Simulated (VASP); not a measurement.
# Mo in VASP: single point with PBE+D3(BJ)

Aim: the single point of Mo with PBE+D3(BJ).

Program: VASP 6.6.1. These are calculated values, not measurements. Logs are shortened: lines on timing, memory, paths and dates and some standing lists are left out, and cuts for length are marked.

## (1) The structure

The cell holds a slab with vacuum, 4 atoms: a = 3.143 Å, b = 3.143 Å, c = 25.595 Å, α = 90.00°, β = 90.00°, γ = 90.00°.

The cell was built by a generator and needn't be a form met in nature.

## (2) Single point, PBE+D3(BJ)

File INCAR:

```
SYSTEM = Mo
  PREC = Accurate
  ENCUT = 520
  EDIFF = 1E-7
  ISMEAR = 1
  SIGMA = 0.1
  LREAL = .False.
  LASPH = .True.
  NELM = 100
  ALGO = Fast
  ISIF = 2
  LWAVE = .False.
  LCHARG = .True.
  LDIPOL = .True.
  IDIPOL = 3
  DIPOL = 0.5 0.5 0.660
  GGA = PE
  IVDW = 12
  LELF = .True.
  LVHAR = .True.
  LVACPOTAV = .True.
  NBANDS = 36
```

File KPOINTS:

```
Automatic mesh
0
Gamma
  10 10 1
  0 0 0
```

File POSCAR:

```
Mo
1.0
    3.1426988119      0.0000000000      0.0000000000
    0.0000000000      3.1426988119      0.0000000000
    0.0000000000      0.0000000000     25.5949642280
Mo
4
Direct
    0.0000000000      0.0000000000      0.5721933086
    0.5000000000      0.5000000000      0.6283028630
    1.0000000000      0.0000000000      0.6930590253
    0.5000000000      0.5000000000      0.7463090707
```

Potentials or basis: VASP PAW PBE potentials, release 64 (Mo_sv).

Started as:

```console
$ cat potpaw_PBE.64/Mo_sv/POTCAR > POTCAR
$ mpirun -np 1 vasp_std > vasp.out
```

OUTCAR:

```text
SYSTEM = Mo
   PREC = Accurate
   ENCUT = 520
   EDIFF = 1E-7
   ISMEAR = 1
   LREAL = .False.
   LASPH = .True.
   NELM = 100
   ISIF = 2
   GGA = PE
   IVDW = 12
 IVDW          = 12

 ion  position               nearest neighbor table
   1  0.000  0.000  0.572-   2 2.65   2 2.65   2 2.65   2 2.65   3 3.09
   2  0.500  0.500  0.628-   1 2.65   1 2.65   1 2.65   1 2.65   3 2.77   3 2.77   3 2.77   3 2.77
                             4 3.02
   3  0.000  0.000  0.693-   4 2.61   4 2.61   4 2.61   4 2.61   2 2.77   2 2.77   2 2.77   2 2.77
                             1 3.09
   4  0.500  0.500  0.746-   3 2.61   3 2.61   3 2.61   3 2.61   2 3.02

  LATTYP: Found a simple tetragonal cell.
 ALAT       =     3.1426988119
 C/A-ratio  =     8.1442625463

  Lattice vectors:

 A1 = (   3.1426988119,   0.0000000000,   0.0000000000)
 A2 = (   0.0000000000,   3.1426988119,   0.0000000000)
 A3 = (   0.0000000000,   0.0000000000,  25.5949642280)

Analysis of symmetry for initial positions (statically):
=====================================================================
 Subroutine PRICEL returns:
 Original cell was already a primitive cell.

 Routine SETGRP: Setting up the symmetry group for a
 simple tetragonal supercell.

 Subroutine GETGRP returns: Found  8 space group operations
 (whereof  8 operations were pure point group operations)
 out of a pool of 16 trial point group operations.

The static configuration has the point symmetry C_4v.

Analysis of symmetry for dynamics (positions and initial velocities):
=====================================================================
 Subroutine PRICEL returns:
 Original cell was already a primitive cell.

 Routine SETGRP: Setting up the symmetry group for a
 simple tetragonal supercell.

 Subroutine GETGRP returns: Found  8 space group operations
 (whereof  8 operations were pure point group operations)
 out of a pool of 16 trial point group operations.

The dynamic configuration has the point symmetry C_4v.

 Subroutine INISYM returns: Found  8 space group operations
 (whereof  8 operations are pure point group operations),
 and found     1 'primitive' translations

----------------------------------------------------------------------------------------

                                     Primitive cell

  volume of cell :     252.7901

  direct lattice vectors                    reciprocal lattice vectors
     3.142698812  0.000000000  0.000000000     0.318197848  0.000000000  0.000000000
[... 92 lines left out ...]
   ISIF   =      2    stress and relaxation
   ISYM   =      2    0-nonsym 1-usesym 2-fastsym
   POTIM  = 0.5000    time-step for ionic-motion
   TEBEG  =    0.0;   TEEND  =   0.0 temperature during run
   PSTRESS=    0.0 pullay stress
   NELECT =      56.0000    total number of electrons
   NUPDOWN=      -1.0000    fix difference up-down
   EMIN   =  10.00;   EMAX   =-10.00  energy-range for DOS
   EFERMI =   0.00;   METHOD = LEGACY
   ISMEAR =     1;   SIGMA  =   0.10  broadening in eV -4-tet -1-fermi 0-gaus
   EFERMI_NEDOS =   21; number of points for ismear=-14 and -15
   IALGO  =     68    algorithm
   IMIX   =      4    mixing-type and parameters
     AMIX     =   0.40;   BMIX     =  1.00
     AMIX_MAG =   1.60;   BMIX_MAG =  1.00
  volume/ion in A,a.u.               =      63.20       426.48
  Fermi-wavevector in a.u.,A,eV,Ry     =   0.990568  1.871902 13.350368  0.981224
  Thomas-Fermi vector in A             =   2.122247
   LORBIT       =      0    0 simple, 1 ext, 2 COOP (PROOUT), +10 PAW based schemes
   GGA     = PE    functional components
   LHFCALC =     F    Hartree Fock is set to
   AEXX    =    0.0000 exact exchange contribution
   IVDW    =    12    specifies the selected vdW correction
   LEPSILON=     F    determine dielectric tensor
   LRPA    =     F    only Hartree local field effects (RPA)
 non-spin polarized calculation
 RMM-DIIS sequential band-by-band and
 Methfessel and Paxton  Order N= 1 SIGMA  =   0.10
  energy-cutoff  :      520.00
  volume of cell :      252.79
 maximum number of plane-waves:      6888
 NGX is ok and might be reduce to    24
   NGX = 11   NGY = 11   NGZ = 95

 dipolmoment           0.000000      0.000000     -0.000342 electrons x Angstroem

 number of electron      56.0000000 magnetization

 dipolmoment           0.000000      0.000000      0.000997 electrons x Angstroem

 Free energy of the ion-electron system (eV)
  ---------------------------------------------------
  ext. energy  EPLUGINS =         0.00000000
  ---------------------------------------------------
  free energy    TOTEN  =       -39.76986053 eV

  energy without entropy =      -39.76767779  energy(sigma->0) =      -39.76913295

 E-fermi :   0.2552     XC(G=0):  -4.1618

 val. band max:        0.1754071142   @ k =   0.3000   0.0000   0.0000
 cond. band min:       0.2565197830   @ k =   0.4000   0.2000   0.0000
 fundamental gap:      0.0811126688
 Fermi energy:         0.2551667642

 k-point     1 :       0.0000    0.0000    0.0000
  band No.  band energies     occupation
      1     -60.6591      2.00000
      2     -60.4955      2.00000
      3     -60.1780      2.00000
      4     -60.0935      2.00000
      5     -34.9043      2.00000
      6     -34.8799      2.00000
[... 808 lines left out ...]
     35       3.5255      0.00000
     36       3.5468      0.00000

------------------------ aborting loop because EDIFF is reached ----------------------------------------

 Edisp (eV)   -1.82520

 E8    (eV) :    -0.9041

  FORCE on cell =-STRESS in cart. coord.  units (eV):
  Direction    XX          YY          ZZ          XY          YZ          ZX
  --------------------------------------------------------------------------------------
  -------------------------------------------------------------------------------------
  Total      -4.40074    -4.40074    -0.27422     0.00000     0.00000     0.00000
  in kB     -27.89181   -27.89181    -1.73803     0.00000     0.00000     0.00000
  external pressure =      -19.17 kB  Pullay stress =        0.00 kB

 VOLUME and BASIS-vectors are now :
 -----------------------------------------------------------------------------
  energy-cutoff  :      520.00
  volume of cell :      252.79
      direct lattice vectors                 reciprocal lattice vectors
     3.142698812  0.000000000  0.000000000     0.318197848  0.000000000  0.000000000
     0.000000000  3.142698812  0.000000000     0.000000000  0.318197848  0.000000000
     0.000000000  0.000000000 25.594964228     0.000000000  0.000000000  0.039070185

 POSITION                                       TOTAL-FORCE (eV/Angst)
 -----------------------------------------------------------------------------------
      0.00000      0.00000     14.64527        -0.000000     -0.000000      0.584957
      1.57135      1.57135     16.08139         0.000000     -0.000000     -0.794233
      0.00000      0.00000     17.73882        -0.000000     -0.000000      0.026935
      1.57135      1.57135     19.10175        -0.000000      0.000000      0.182340
 -----------------------------------------------------------------------------------
    total drift:                                0.000000     -0.000000     -0.000325

  FREE ENERGIE OF THE ION-ELECTRON SYSTEM (eV)
  ---------------------------------------------------
  free  energy   TOTEN  =       -41.5950562313 eV

  energy  without entropy=      -41.5928734965  energy(sigma->0) =      -41.59432865

 vacuum level on the upper side and lower side of the slab         4.059         4.041
```

OSZICAR:

```text
N       E                     dE             d eps       ncg     rms          rms(c)
DAV:   1     0.512560084719E+03    0.51256E+03   -0.35365E+04  2112   0.134E+03
DAV:   2    -0.260260353196E+02   -0.53859E+03   -0.52815E+03  1824   0.390E+02
DAV:   3    -0.432723484698E+02   -0.17246E+02   -0.16541E+02  1828   0.616E+01
[... 21 lines left out ...]
RMM:  25    -0.397698548657E+02   -0.57422E-05   -0.12269E-06  1537   0.192E-03    0.125E-03
RMM:  26    -0.397698587338E+02   -0.38681E-05   -0.43735E-07  1369   0.145E-03    0.226E-04
RMM:  27    -0.397698601637E+02   -0.14299E-05   -0.16019E-07   936   0.726E-04    0.203E-04
RMM:  28    -0.397698604730E+02   -0.30927E-06   -0.58156E-08   857   0.489E-04    0.757E-05
RMM:  29    -0.397698605273E+02   -0.54307E-07   -0.21933E-08   762   0.401E-04
   1 F= -.41595056E+02 E0= -.41594329E+02  d E =-.218273E-02
```

It took 4.8 min on 1 thread of Intel Xeon Platinum 8488C (Sapphire Rapids), shared host; peak memory 0.39 GiB.

What came out:

```
Free energy                     : -41.5951 eV
Largest force                   : 0.794 eV/Å
Band gap on the k mesh          : none (metal or under the smearing width)
Dispersion energy per atom      : -0.456 eV
Work function of the upper face : 3.80 eV
Work function of the lower face : 3.79 eV
```

Forces on the atoms (eV/Å):
```
Mo   0.000  0.000  0.585
Mo   0.000  0.000 -0.794
Mo   0.000  0.000  0.027
Mo   0.000  0.000  0.182
```
